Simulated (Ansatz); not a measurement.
Calculation log, GaN (F-43m) (phonons)

Computed with PBEsol, PAW on Ansatz 0.2.0's default frozen-core files (fitted under PBE), scalar-relativistic; not a measurement.

The cell comes from a PAW relaxation under the same functional.

The structure is one entry of a database and needn't be the stable phase.

Command:

```sh
ansatz run input.yaml --threads 2 --pin off --max-ram 5120MiB --backend cpu --events-out ev --progress --plain --runs-dir out
```

input.yaml:

```yaml
crystal:
  lattice:
    - [0.0, 2.24913975976, 2.24913975976]
    - [2.24913975976, 0.0, 2.24913975976]
    - [2.24913975976, 2.24913975976, 0.0]
  atoms:
    - { symbol: Ga, position: [0.0, 0.0, 0.0] }
    - { symbol: "N", position: [0.25, 0.25, 0.25] }
kpoints:
  mp_grid: { grid: [8, 8, 8] }
scf:
  occupations: { method: fixed }
hamiltonian:
  xc: pbesol
  pseudopotentials: { kind: paw }
phonons:
  qmesh: [2, 2, 2]
  qpath:
    path:
      - [0.0, 0.0, 0.0]
      - [-0.5, -0.5, 0.0]
      - [-0.375, -0.375, 0.25]
      - [-0.375, 0.0, 0.375]
      - [0.0, 0.0, 0.0]
      - [0.0, 0.0, 0.5]
      - [-0.5, -0.25, 0.25]
      - [-0.5, -0.5, 0.0]
    npoints: 6
  temperatures: { t_min: 0, t_max: 1000, t_step: 100 }
```

The program printed:

```
Warning: phonons: the dynamical matrix that this run interpolates holds no multipole term above the dipole-dipole one, and a site of this crystal is no centre of inversion, so its interpolated transverse optical and acoustic branches and sound speeds can stay off near Gamma, and the density of states and the thermodynamics with them. What a run solves at a wave vector of phonons.qpoints, Gamma apart, where the deck ...
Warning: RAYON_NUM_THREADS=2 ignored (pool sized by the plan → 2); use --threads N
Engine: ansatz 0.2.0, x86_64-unknown-linux-gnu
Pseudopotentials: kind: paw
Pseudopotential: Ga, paw, valence charge 13, recommended cutoff 420 eV (normal), Ga.paw.azcp
Pseudopotential: N, paw, valence charge 5, recommended cutoff 420 eV (normal), N.paw.azcp
Functional definition: PBEsol
  exchange = pbesol_x
  correlation = pbesol_c
Crystal: 4 atoms, lattice volume = 45.510 Å³
Basis set: ecut = 420 eV, 903 PW (Γ), FFT grids on a1, a2, −a1+a2+a3, exchange–correlation on 48×48×64 points (8 copies of the dense FFT grid, shifted against one another)
Bands: 22, of which v1, the nominal top of the filled ones, is band 18 counted from 1 (17 counted from 0)
Symmetry: 16 space group operations
k-points: 39 of 256 (time reversal used)
Non-local potential: Ga, projectors of the file, l = 0: 2, l = 1: 2, l = 2: 3, l = 3: 1
Non-local potential: N, projectors of the file, l = 0: 2, l = 1: 2, l = 2: 1
PAW form: soft (Blöchl's): semilocal exchange-correlation on the pseudo side does not see the compensation charge
PAW frozen core: Ga, regenerated for the run's functional, and the local potential with it (the file was generated under x = pbe(κ = 0.804, μ = 0.2195149727645171), c = pbe(β = 0.06672455060314922))
PAW frozen core: N, regenerated for the run's functional, and the local potential with it (the file was generated under x = pbe(κ = 0.804, μ = 0.2195149727645171), c = pbe(β = 0.06672455060314922))
PAW one-centre angular grid: Ga, 590 points (default); XC on 64 Gauss nodes
[... 142 lines left out ...]
  Born effective charges Z* (e; rows j = field, columns β = displacement):
    site 0:
         2.65846    0.00000   -0.00000
         0.00000    2.65846    0.00000
        -0.00000    0.00000    2.65846
    site 1:
        -2.65846   -0.00000    0.00000
        -0.00000   -2.65846   -0.00000
         0.00000   -0.00000   -2.65846
  Z* charge neutrality: 7.188e-4 e pre-enforcement
  solved inside a basis spanned on the 8×8×8 k-mesh, on 8×8×8 k-points, its susceptibility summed on 12×12×12: ε∞ is read to err by 2.1e-2, Z* by 1.5e-2 e; Z* is corrected for what the basis lacks
  optical modes at Γ without the LO–TO term, one row a degenerate level:
      ω (cm⁻¹)  modes    IR ((D/Å)²/amu)
        536.69      3            41.9375
  optical modes at Γ + LO–TO along q̂ = [1.0000, 0.0000, 0.0000]:
      ω (cm⁻¹)  modes    IR ((D/Å)²/amu)
        536.69      2            27.9584
        711.39      1            13.9792
  optical modes at Γ + LO–TO along q̂ = [0.0000, 1.0000, 0.0000]:
      ω (cm⁻¹)  modes    IR ((D/Å)²/amu)
        536.69      2            27.9584
        711.39      1            13.9792
  optical modes at Γ + LO–TO along q̂ = [0.0000, 0.0000, 1.0000]:
      ω (cm⁻¹)  modes    IR ((D/Å)²/amu)
        536.69      2            27.9584
        711.39      1            13.9792
--- Phonons (by wavevector): 3 wavevectors in 2 supercells ---
  supercell 1 (2 cells, vectors [1, 0, 0], [0, 1, -1], [0, 0, 2] in multiples of the cell's): 2 displaced members by 0.0025 Å; free energy -8245.669370 eV; taken off its force constants: by the sum rule 5.4e-4, by the ...
  symmetry images taken by strict's conditions (phonons.symmetry_images: auto; settled by no image being taken that strict refuses)
  supercell 2 (2 cells, vectors [1, 0, 0], [0, 1, 0], [0, 0, 2] in multiples of the cell's): 4 displaced members by 0.0025 Å; free energy -8245.669370 eV; taken off its force constants: by the sum rule 5.5e-4, by the ...
  symmetry images taken by strict's conditions (phonons.symmetry_images: auto; settled by no image being taken that strict refuses)
  q = [0.0000, 0.0000, 0.0000] (star 1, supercell 1; hermiticity 0.00e0, symmetrization 4.93e-6): -0.00 0.00 0.00 536.69 536.69 536.69
  q = [0.0000, 0.0000, -0.5000] (star 4, supercell 2; hermiticity 6.73e-17, symmetrization 4.60e-16): 134.15 134.15 332.76 559.79 559.79 678.31
  q = [0.0000, -0.5000, -0.5000] (star 3, supercell 1; hermiticity 1.00e-16, symmetrization 4.24e-16): 187.46 187.46 339.34 598.30 598.30 668.92
  joined force constants: q→R imaginary residual 1.16e-17
  density of states and harmonic sums: on the 24×24×24 q-mesh, interpolated from the force constants of a 2×2×2 supercell (with the dipole–dipole term)
  largest difference from the sums on the solved wave vectors: F 4.42e-2 eV, S 7.69e-5 and C_V 3.19e-5 eV/K
```

Self-consistency was reached.

**Field response**

Linear response of an insulating crystal by Kohn-Sham DFT to a field and to zone-centre displacements, local fields included; Born charges neutralised; LO modes for wave vectors along x and z; Cartesian axes as in the input.

```json
{"Dielectric electronic (x, y, z)": "6.01, 6.01, 6.01", "Highest phonon with field along x": "711.4 cm⁻¹", "Highest phonon with field along z": "711.4 cm⁻¹", "Highest phonon without field": "536.7 cm⁻¹"}
```

```csv
atom,born charge xx (e),born charge yy (e),born charge zz (e)
Ga1,2.658,2.658,2.658
N2,-2.658,-2.658,-2.658
```

### Zone-centre phonons

Harmonic phonons of a crystal by Kohn-Sham DFT at the given cell, standard atomic masses, acoustic sum rule imposed; negative wavenumbers are unstable modes; optical zone-centre levels upwards with Mulliken labels, activity, and the element with most of the kinetic energy.

```json
{"Point group": "-43m"}
```

| number | phonon wavenumber (cm⁻¹) | label | infrared | raman | lead element |
| --- | --- | --- | --- | --- | --- |
| 1 | 536.7 | T2 | yes | yes | N |

### Harmonic thermodynamics

Sums over wave vectors interpolated from the q mesh.

```json
{
  "Zero point energy": "75.78 meV/atom"
}
```

| temperature (K) | phonon heat capacity (k_B/atom) | phonon entropy (k_B/atom) | phonon free energy (meV/atom) |
| --- | --- | --- | --- |
| 100 | 0.7956 | 0.4283 | 74.65 |
| 200 | 1.613 | 1.246 | 67.44 |
| 300 | 2.146 | 2.01 | 53.34 |
| 400 | 2.448 | 2.673 | 33.09 |
| 500 | 2.621 | 3.239 | 7.55 |
| 600 | 2.726 | 3.727 | -22.51 |
| 700 | 2.794 | 4.153 | -56.51 |
| 800 | 2.839 | 4.529 | -93.95 |
| 900 | 2.872 | 4.865 | -134.4 |
| 1000 | 2.895 | 5.169 | -177.7 |

Keep in mind: frozen-core PAW files fitted under PBE, their cores solved anew for the functional of the run; this zinc-blende form is metastable at ambient conditions; no LO-TO term at the zone centre; coarse q mesh.

Time and hardware: 36 s on 2 threads of Intel(R) Xeon(R) Platinum 8488C (Sapphire Rapids), on a shared host, peak memory 0.54 GiB.
